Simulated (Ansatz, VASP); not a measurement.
# Cu in VASP and in Ansatz

```
Cu
1.0
     0.00000    1.73607    1.73607
     1.73607    0.00000    1.73607
     1.73607    1.73607    0.00000
Cu
1
Cartesian
  0.0000 0.0000 0.0000
```

Alike in both runs: task single point; functional PBEsol; k mesh 12 × 12 × 12; occupations fermi-dirac, width 0.06 eV; no spin polarisation.

|  | VASP | Ansatz |
| --- | --- | --- |
| version | VASP 6.6.1 | Ansatz 0.2 development build |
| potentials or method | VASP PAW PBE potentials, release 64 (Cu), cutoff 520 eV | all-electron full-potential LAPW, scalar-relativistic |

VASP gave:

| Property | Result |
| --- | --- |
| pressure (GPa) | 16.6 |

Which values does Ansatz return?

Pressure (GPa): 15.9.

Ansatz ran all-electron here, so the differences hold the error of VASP's frozen core and of both bases.

Caveats: so large a pressure means that the cell lies far from this level's equilibrium, or that cutoff or potentials fall short (VASP); the potentials were made for another functional, which shifts forces and pressure (VASP).
